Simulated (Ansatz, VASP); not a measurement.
**TiAu: VASP beside Ansatz**

Wanted: the spread between two codes on one cell, functional and k mesh.

Method: plane waves, with VASP 6.6.1 beside it; relaxation of cell and atoms at r2SCAN, in Ansatz 0.2.0.

## Step 1: The starting structure

Symmetry: Pmma, No. 51, orthorhombic system. The conventional cell has a = 4.615 Å, b = 2.955 Å, c = 4.948 Å, α = 90.00°, β = 90.00°, γ = 90.00°. Nearest to Ti lie 8 Au at 2.83 to 2.90 Å and 4 Ti at 2.91 to 2.96 Å. Nearest to Au lie 8 Ti at 2.83 to 2.90 Å and 4 Au at 2.89 to 2.96 Å. Farther neighbours are not listed.

Structure file:

```cif
data_structure
_symmetry_space_group_name_H-M 'Pmma'
_symmetry_Int_Tables_number 51
_cell_length_a 4.6151
_cell_length_b 2.9552
_cell_length_c 4.9475
_cell_angle_alpha 90.000
_cell_angle_beta 90.000
_cell_angle_gamma 90.000
_cell_volume 67.48
loop_
_atom_site_label
_atom_site_type_symbol
_atom_site_symmetry_multiplicity
_atom_site_Wyckoff_symbol
_atom_site_fract_x
_atom_site_fract_y
_atom_site_fract_z
_atom_site_occupancy
Ti1 Ti 2 e 0.25000 0.00000 0.82019 1
Au1 Au 2 f 0.25000 0.50000 0.32411 1
```

## Step 2: Ansatz: relaxation of cell and atoms, r2SCAN

Ansatz runs on its default PAW (the set named soft_2) files.

The relaxed volume is the usual yardstick between codes: its relative difference is about their pressure difference at one cell divided by the bulk modulus.

The input, input.yaml:

```yaml
crystal:
  lattice:
    - [4.61507137, 0.0, 0.0]
    - [0.0, 2.9551944, 0.0]
    - [0.0, 0.0, 4.947513]
  atoms:
    - { symbol: Ti, position: [0.25, 0.0, 0.82019051] }
    - { symbol: Ti, position: [0.75, 0.0, 0.17980949] }
    - { symbol: Au, position: [0.25, 0.5, 0.32411048] }
    - { symbol: Au, position: [0.75, 0.5, 0.67588952] }
hamiltonian:
  xc: r2scan
  pseudopotentials: { kind: paw }
kpoints:
  mp_grid: { grid: [5, 8, 5] }
scf:
  occupations: { method: fermi_dirac, width: 0.05 }
relax:
  f_tol: 0.01
  max_steps: 60
  cell: { stress_tol: 0.05 }
output:
  forces: true
  stress: true
  write_density: true
  write_potential: true
  elf: true
  volumetric_format: npy
```

Launch:

```bash
$ ansatz run input.yaml --threads 4 --pin off --max-ram 9216MiB --backend cpu --events-out ev --progress --plain --runs-dir out
```

Numbers of over 12 decimals in the logs are rounded to 6 here.

What it wrote:

```text
Engine: ansatz 0.2.0, aarch64-unknown-linux-gnu
Pseudopotentials: kind: paw
Pseudopotential: Ti, paw, valence charge 12, recommended cutoff 500 eV (meta_gga), Ti.paw.azcp
Pseudopotential: Au, paw, valence charge 19, recommended cutoff 500 eV (meta_gga), Au.paw.azcp
Functional definition: r2SCAN
  parameter k0 = 0.174
  parameter k1 = 0.065
  parameter a1 = 4.9479
  exchange = r2scan_x(k0 = k0, k1 = k1, a1 = a1)
  correlation = r2scan_c
Crystal: 4 atoms, lattice volume = 67.476 Å³
Basis set: ecut = 500 eV, 1725 PW (Γ), exchange–correlation on 144×96×160 points (64 copies of the dense FFT grid, shifted against one another)
Bands: 38, of which v1, the nominal top of the filled ones, is band 31 counted from 1 (30 counted from 0)
Symmetry: 8 space group operations
Space group: Pmma (ITA 51), of the structure as read, at distance tolerance 4.1e-5 Å
k-points: 45 of 200
Non-local potential: Ti, projectors of the file, l = 0: 3, l = 1: 2, l = 2: 3, l = 3: 1
Non-local potential: Au, projectors of the file, l = 0: 3, l = 1: 2, l = 2: 2, l = 3: 1
PAW form: soft (Blöchl's): semilocal exchange-correlation on the pseudo side does not see the compensation charge
PAW frozen core: Ti, regenerated for the run's functional (the file was generated under x = pbe(κ = 0.804, μ = 0.219515), c = pbe(β = 0.066725))
PAW frozen core: Au, regenerated for the run's functional (the file was generated under x = pbe(κ = 0.804, μ = 0.219515), c = pbe(β = 0.066725))
PAW one-centre angular grid: Ti, 590 points (default); XC on 160 Gauss nodes
PAW one-centre angular grid: Au, 590 points (default); XC on 160 Gauss nodes
Initial density: superposition of atomic densities (neutral atoms: chi_scale 0, normalization atom), corrected by the library's trained network
Initial wavefunctions: pseudopotential atomic-orbital guess
Functional: x = r2scan, c = r2scan; τ floored in thin density (d = 2e-4 eV/Å³)
SCF iter   1: F=—  HF=-31337.322173 eV  |F-HF|=—  |Δ(HF+E_count)|=         —  Δρ=2.23e-2  dr2=5.76e-1  dr2_τ=5.83e-2  ethr=1.77e-3  ⟨swp⟩=3.8  Hψ=5196  notcnv=0
preconditioner: auto → Kerker (q_TF=auto, 2.690 Å⁻¹)  [metal: Δε(μ)=0.009 eV  Ē_g=6.281 eV  σ=0.050 eV  W_gap=0.05  n_scr=20 (ndim 8)  ℏωp=24.8 eV  f_vac=0.000  D(μ)=5.98/eV (n_scr^D=68)]
SCF iter   2: F=—  HF=-31337.309721 eV  |F-HF|=—  |Δ(HF+E_count)|=   1.25e-2  Δρ=5.27e-3  dr2=1.32e-2  dr2_τ=1.43e-2  ethr=9.29e-4  ⟨swp⟩=2.2  Hψ=2477  notcnv=0  defer=16
SCF iter   3: F=—  HF=-31337.317895 eV  |F-HF|=—  |Δ(HF+E_count)|=   8.17e-3  Δρ=3.35e-3  dr2=7.06e-3  dr2_τ=4.91e-4  ethr=2.13e-5  ⟨swp⟩=2.1  Hψ=2233  notcnv=0  defer=16
SCF iter   4: F=—  HF=-31337.320367 eV  |F-HF|=—  |Δ(HF+E_count)|=   2.47e-3  Δρ=1.04e-3  dr2=9.90e-4  dr2_τ=2.78e-5  ethr=1.14e-5  ⟨swp⟩=3.0  Hψ=3387  notcnv=0  defer=16
SCF iter   5: F=—  HF=-31337.320573 eV  |F-HF|=—  |Δ(HF+E_count)|=   2.06e-4  Δρ=2.56e-4  dr2=9.92e-5  dr2_τ=1.75e-6  ethr=1.60e-6  ⟨swp⟩=2.9  Hψ=2958  notcnv=0  defer=16
SCF iter   6: F=—  HF=-31337.320574 eV  |F-HF|=—  |Δ(HF+E_count)|=   7.21e-7  Δρ=5.33e-5  dr2=2.92e-6  dr2_τ=1.70e-7  ethr=1.60e-7  ⟨swp⟩=2.2  Hψ=2252  notcnv=0  defer=16
SCF iter   7: F=—  HF=-31337.320575 eV  |F-HF|=—  |Δ(HF+E_count)|=   7.48e-7  Δρ=2.28e-5  dr2=5.97e-7  dr2_τ=3.56e-8  ethr=4.70e-9  ⟨swp⟩=2.0  Hψ=2420  notcnv=0  defer=16
SCF iter   8: F=-31337.320575 eV  HF=-31337.320575 eV  |F-HF|=3.74e-8  |Δ(HF+E_count)|=   1.81e-8  Δρ=6.82e-6  dr2=5.53e-8  dr2_τ=3.03e-9  ethr=1.61e-10  ⟨swp⟩=6.4  Hψ=10753  notcnv=0
SCF 1 converged in 8 iterations: F = -31337.320575 eV  dr2 = 5.53e-8
  greatest PAW one-centre occupation: 1.003 electrons in one spin orbital (limit 2), on the Au atom at site 3 (counted from 0), in its partial waves of l = 0
relax step   1: F+E_penalty+E_count = -31337.32057475 eV  Δ(F+E_penalty+E_count) = +0.000e0 eV  max|allowed force component| = 3.366e-1 eV/Å  Δτ_max = 0.0000 Å  P = -2.533 GPa  Ω = 67.476 Å³  (8 SCF iters, dr2 threshold 1.00e-7 eV, accepted)
[...]
relax step   2: F+E_penalty+E_count = -31337.33060399 eV  Δ(F+E_penalty+E_count) = -1.003e-2 eV  max|allowed force component| = 3.369e-1 eV/Å  Δτ_max = 0.1010 Å  P = +5.793 GPa  Ω = 64.443 Å³  energy of the carried Pulay correction = +2.049e-3 eV  (9 SCF iters, dr2 threshold 4.00e-7 eV, accepted)
[...]
relax step   3: F+E_penalty+E_count = -31337.38339837 eV  Δ(F+E_penalty+E_count) = -5.279e-2 eV  max|allowed force component| = 7.360e-2 eV/Å  Δτ_max = 0.0371 Å  P = -0.509 GPa  Ω = 66.632 Å³  energy of the carried Pulay correction = +5.610e-4 eV  (8 SCF iters, dr2 threshold 4.00e-7 eV, accepted)
[...]
relax step   4: F+E_penalty+E_count = -31337.39110326 eV  Δ(F+E_penalty+E_count) = -7.705e-3 eV  max|allowed force component| = 2.769e-2 eV/Å  Δτ_max = 0.0244 Å  P = +0.077 GPa  Ω = 66.276 Å³  energy of the carried Pulay correction = +7.998e-4 eV  (8 SCF iters, dr2 threshold 4.00e-7 eV, accepted)
[...]
relax step   5: F+E_penalty+E_count = -31337.39139731 eV  Δ(F+E_penalty+E_count) = -2.941e-4 eV  max|allowed force component| = 4.013e-3 eV/Å  Δτ_max = 0.0042 Å  P = +0.026 GPa  Ω = 66.322 Å³  energy of the carried Pulay correction = +7.689e-4 eV  (6 SCF iters, dr2 threshold 1.81e-7 eV, accepted)
[...]
relax step   6: F+E_penalty+E_count = -31337.39139996 eV  Δ(F+E_penalty+E_count) = -2.642e-6 eV  max|allowed force component| = 1.765e-3 eV/Å  Δτ_max = 0.0003 Å  P = -0.002 GPa  Ω = 66.331 Å³  energy of the carried Pulay correction = +7.629e-4 eV  (5 SCF iters, dr2 threshold 1.25e-8 eV, accepted)
[...]
relax step   7: F+E_penalty+E_count = -31337.39104143 eV  Δ(F+E_penalty+E_count) = +3.585e-4 eV  max|allowed force component| = 1.704e-3 eV/Å  Δτ_max = 0.0000 Å  P = -0.010 GPa  Ω = 66.331 Å³  stress off target by 4.06e-2 GPa  SCF on the basis re-selected at this cell (its energy is not comparable with the rows above)  (8 SCF iters)
basis re-selected at this cell: Δ(F+E_penalty+E_count) = +3.585e-4 eV, ΔP = -0.007 GPa vs the last step (what re-selecting the basis moved, of the pressure what is left beyond the Pulay correction that the steps carried, after the strain that the cell walked since its last selection, with what the two solves' SCF thresholds leave and, on support functions, any second-order correction that the steps lacked; it is no m [...]
SCF converged after 8 iterations
Free energy (F): -31337.391041 eV
Harris-Foulkes:  -31337.391041 eV  (|F-HF|=3.64e-12)
Internal energy: -31337.353320 eV  (E = F + TS)
E sigma→0 (E₀):  -31337.372181 eV
Entropy (-TS):   -0.037721 eV (-9.430 meV/atom)
Fermi energy:    18.099471 eV
--- Per-component energies (eV) ---
  E_band       = -820.129212
  E_kinetic    = 1753.479445
  E_local      = -5245.987963  (includes V_loc(G=0)·N_el)
  E_nonlocal   = 158.686553
  E_hartree    = 2220.767218
  E_xc         = -625.428822
  E_vxc        = -885.674729  (∫ρ·V_xc dr)
  E_paw        = -21570.786465  (= ΣΔE_a)
  E_vpaw       = -1103.635297  (= ΣTr[D̂ρ^β])
  E_aug_tail   = 0.001683  (compensation charges beyond the density's cutoff)
  E_vtau       = 61.466622  (kinetic-family band-sum trace: ∫τ·v_τ [+ j·A + Jᵃ·Aᵃ] dr)
  E_ewald      = -8027.225408
  E_core_change = -0.859562  (= ΣΔE_core)
  E_smearing   = -0.037721  (= −TS)
  E_closure    = -0.000000  (closes the sum)
  Σ components = -31337.391041   (vs F -31337.391041, Δ=0.00e0)
--- Forces (eV/Å), atoms counted from 1 ---
  atom   1  Ti     0.00000000     0.00000000     0.00170355
  atom   2  Ti     0.00000000     0.00000000    -0.00170355
  atom   3  Au     0.00000000     0.00000000    -0.00113914
  atom   4  Au     0.00000000     0.00000000     0.00113914
  max |Σ_I F_I| component: 2.17e-19 eV/Å
--- Stress (GPa, compression-positive) ---
        0.000397       0.000000       0.000000
        0.000000      -0.040646       0.000000
        0.000000       0.000000       0.011419
  P = ⅓ Tr σ = -0.0096 GPa (-0.096 kbar)
--- Band table (eV; the first three rows and the last of 45) ---
  k-point 0: bands = [... 27 lower, 14.6558, 16.4719, 17.2146, 17.5765, 17.7526, 18.2207, 19.7155, 20.4404, ... 3 higher]
  k-point 1: bands = [... 27 lower, 14.0759, 16.4841, 17.2050, 17.4932, 17.6898, 18.1300, 19.8169, 20.2712, ... 3 higher]
  k-point 2: bands = [... 27 lower, 13.9445, 16.5108, 17.2424, 17.3682, 17.5680, 17.9758, 18.8388, 20.0240, ... 3 higher]
  k-point 44: bands = [... 27 lower, 17.0869, 17.6043, 17.6954, 17.7990, 18.4439, 18.8467, 19.2181, 19.9646, ... 3 higher]
--- Relaxed structure (6 steps of the walk, 6 accepted, 1 SCFs on fresh bases) ---
  F+E_penalty+E_count = -31337.39104143 eV   max|allowed force component| = 1.704e-3 eV/Å   (the final SCF, on the basis selected at the relaxed cell)
  cell:  # Å, volume = 66.3308 Å³
    - [4.704919, 0.0, 0.0]
    - [0.0, 2.832887, 0.0]
    - [0.0, 0.0, 4.976613]
  atoms:
    - { symbol: Ti, position: [0.25, 0.0, 0.811427] }
    - { symbol: Ti, position: [0.750000, 0.0, 0.188573] }
    - { symbol: Au, position: [0.25, 0.5, 0.317882] }
    - { symbol: Au, position: [0.750000, 0.5, 0.682118] }
```

It took 26 s on 4 threads of Arm Neoverse V2, shared host; peak memory 0.61 GiB; 1.7 min of CPU time.

(Part 1 of 2 ends here.)

[Lines on the potential files, build, host, timing and source positions are cut from VASP's logs without a mark.]

[Logs are printed without paths, hosts, clocks, repeated set-up lines and the standing remarks that a program may print on its own settings, such as how far it seeks lower states.]

[Hosts, paths, dates, database ids (printed as entryN), source tags and the programs' standing remarks are cut or masked in the printed files.]
